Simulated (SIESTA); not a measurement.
## Pb in SIESTA: convergence with EnergyShift

Pb, a slab with vacuum:

```
CELL_PARAMETERS angstrom
3.48000 0.00000 0.00000
-1.74000 3.01377 0.00000
0.00000 0.00000 26.18000
ATOMIC_POSITIONS crystal
Pb 0.66667 0.33333 0.28648
Pb 0.33333 0.66667 0.39324
Pb 0.66667 0.33333 0.50000
Pb 0.33333 0.66667 0.60676
Pb 0.66667 0.33333 0.71352
```

The slab is cut from a database's or a generator's crystal, which needn't be the stable form of the element.

| Quantity | Value |
| --- | --- |
| Program | SIESTA 5.4.2 |
| Task | single point |
| Functional | PBE |
| Potentials or basis | PseudoDojo 0.4 standard (PBE files) |
| Basis | DZP (energy shift 0.05 Ry; two zetas on semicore shells) |
| Grid cutoff | 500 Ry |
| Energy shift | 0.05 Ry |
| k mesh | 7 × 7 × 1 |
| Occupations | fermi-dirac, width 0.05 eV |
| Spin | no spin polarisation |

These are the settings of the first run; the series varies EnergyShift, with any setting tied to it.

Hardware: 1 thread of AMD EPYC 9R45 96-Core Processor (Zen 5), with other jobs on the host.

Task: The values tried are 0.05, 0.03, 0.02, 0.01, 0.005, 0.003, 0.002, 0.001, loosest first. From which on does the largest force stay within 0.005 eV/Å of the tightest run that finished?

Result: From 0.002 on.

```tsv
EnergyShift	energy less the tightest run, at zero smearing (meV/atom)	largest force (eV/Å)	SCF cycles	CPU time (s)	peak memory (GiB)
0.05	3596.81	0.455	13	20	0.37
0.03	2005.15	0.339	12	23	0.4
0.02	1218.20	0.306	11	27	0.43
0.01	569.89	0.238	11	37	0.49
0.005	286.44	0.263	11	52	0.56
0.003	150.87	0.261	11	70	0.64
0.002	75.50	0.271	11	84	0.68
0.001	0.00	0.273	11	94	0.71
```

Not settled before the last step: the energy (to 1 meV/atom). The tightest run that finished is the yardstick and may itself not be fully converged.

Caveat, for the tightest run too: the basis of atomic orbitals isn't converged, which shifts pressures, moduli and gaps. Spin-orbit coupling is left out, which matters for the levels of Pb.
